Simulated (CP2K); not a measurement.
## Sn under changes of volume

One of the cells (33.803 Å³/atom); the others are scaled copies at fixed shape and fractional positions:

```
CELL_PARAMETERS angstrom
4.57264 0.00000 0.00000
2.28632 3.96002 0.00000
2.28632 1.32001 3.73354
ATOMIC_POSITIONS crystal
Sn 0.75000 0.75000 0.75000
Sn 0.50000 0.50000 0.50000
```

This isn't the form of Sn at room conditions, which is tetragonal (white tin).

| Quantity | Value |
| --- | --- |
| Program | CP2K 2026.2 |
| Functional | PBEsol |
| Potentials or basis | POTENTIAL_UZH Sn GTH-PBE-q4; TZVP-MOLOPT-PBE-GTH basis |
| Density cutoff | 6123 eV |
| k mesh | 7 × 7 × 7 |
| Occupations | fermi-dirac, width 0.1 eV |
| Spin | no spin polarisation |

```tsv
volume (Å³/atom)	energy over the lowest point (meV/atom)	pressure (GPa)
31.775	100.23	7.5
32.451	71.54	6.2
33.127	48.28	5.0
33.803	29.97	3.8
34.479	16.11	2.8
35.155	?	?
35.831	0.00	1.1
```

What does the run at 35.155 Å³/atom give?

Energy over the lowest point 6.26 meV/atom; pressure 2.0 GPa.

Worked out: A Birch-Murnaghan fit of order 3 (a polynomial in V^(-2/3)) to the other rows has its minimum at 36.84 Å³/atom, just outside them, with B0 = V·E''(V) = 36 GPa and B' = 4.5. It gives 6.24 meV/atom at 35.155 Å³/atom, against the run's 6.26, and -dE/dV = 1.9 GPa, against 2.0.

Energies are extrapolated to zero smearing.

Caveats: the potentials were made for another functional, which shifts forces and pressure; the basis of atomic orbitals isn't converged, which shifts pressures, moduli and gaps.
